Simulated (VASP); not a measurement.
Ti, 4 atoms in the cell. The structure is orthorhombic, space group Cmce (No. 64). Conventional cell: a = 5.433 Å, b = 3.591 Å, c = 7.323 Å, α = 90.00°, β = 90.00°, γ = 90.00°. Around Ti (site symmetry m) lie 1 Ti at 2.02 Å. The cell was built by a generator and needn't be a form met in nature.

```yaml
Program: VASP 6.6.1
Task: relaxation of cell and atoms
Functional: PBE
Potentials_or_basis: VASP PAW PBE potentials, release 64 (Ti_sv)
Cutoff: 600 eV
k_mesh: 6 × 6 × 4
Occupations: gaussian, width 0.1 eV
Spin: no spin polarisation
Dipole_correction: no
Further_INCAR_settings: ALGO = Normal; EDIFF = 1e-06; IBRION = 2; EDIFFG = -0.04; NSW = 90; ISIF = 3
```

Potentials or basis: VASP PAW PBE potentials, release 64 (Ti_sv).

The run is started by

```bash
$ cat potpaw_PBE.64/Ti_sv/POTCAR > POTCAR
$ mpirun -np 1 vasp_std > vasp.out
```

Hardware: 1 thread of Intel(R) Xeon(R) 6975P-C (Granite Rapids) (shared host).

How long does it take, and how much memory?

Wall time 15 min on 1 thread of Intel(R) Xeon(R) 6975P-C (Granite Rapids), with other jobs on the host, peak memory 0.24 GiB. Counts: scf iterations 245, k points 39, ion steps 27.
